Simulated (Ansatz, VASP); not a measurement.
# BN in VASP and in Ansatz

INCAR

```
ALGO = Normal
EDIFF = 1E-6
ENCUT = 520
GGA = PE
ISIF = 2
ISMEAR = 0
IVDW = 12
LASPH = T
LCHARG = F
LREAL = F
LWAVE = F
NBANDS = 16
NELM = 100
PREC = Accurate
SIGMA = 0.05
```

The input KPOINTS:

```
k-points
0
Gamma
  12 12 4
```

POSCAR

```
BN
1.0
    2.5745635121      0.0000000000      0.0000000000
   -1.2872817561      2.2296374052      0.0000000000
    0.0000000000      0.0000000000      6.3010224206
B N
2 2
Direct
    0.3333333333      0.6666666667      0.2500000000
    0.6666666667      0.3333333333      0.7500000000
    0.3333333333      0.6666666667      0.7500000000
    0.6666666667      0.3333333333      0.2500000000
```

Input for Ansatz:

```yaml
crystal:
  lattice:
    - [2.5745635121, 0.0, 0.0]
    - [-1.2872817561, 2.2296374052, 0.0]
    - [0.0, 0.0, 6.3010224206]
  atoms:
    - { symbol: B, position: [0.3333333333, 0.6666666667, 0.25] }
    - { symbol: B, position: [0.6666666667, 0.3333333333, 0.75] }
    - { symbol: "N", position: [0.3333333333, 0.6666666667, 0.75] }
    - { symbol: "N", position: [0.6666666667, 0.3333333333, 0.25] }
basis:
  ecutwfc: 420
kpoints:
  mp_grid: { grid: [12, 12, 4] }
hamiltonian:
  xc: pbe
  dispersion: d3bj
scf:
  occupations: { method: gaussian, width: 0.05 }
output:
  forces: true
  stress: true
  eigenvalues: true
```

Alike in both runs: task single point; functional PBE; dispersion D3(BJ); k mesh 12 × 12 × 4; occupations gaussian, width 0.05 eV; no spin polarisation.

```csv
,VASP,Ansatz
version,VASP 6.6.1,Ansatz 0.2.0
potentials or method,"VASP PAW PBE potentials, release 64 (B, N)","scalar-relativistic, plane waves, PAW"
plane-wave cutoff (eV),520,420
valence electrons in the cell,16,16
```

VASP gave:

| Item | Value |
| --- | --- |
| gap on the k mesh at the Fermi level (eV) | 4.01 |
| least direct gap on the mesh (eV) | 4.31 |
| pressure (GPa) | -17.3 |
| largest component of the traceless stress (GPa) | 18.97 |

Question: Estimate Ansatz's values.

Answer: gap on the k mesh at the Fermi level (eV): 4.02; least direct gap on the mesh (eV): 4.31; pressure (GPa): -17.4; largest component of the traceless stress (GPa): 19.14.

Caveats: so large a pressure means that the cell lies far from this level's equilibrium, or that cutoff or potentials fall short (VASP). A k mesh can miss the band edges. Expect the measured gap to be larger: semilocal functionals such as PBE lack the derivative discontinuity.
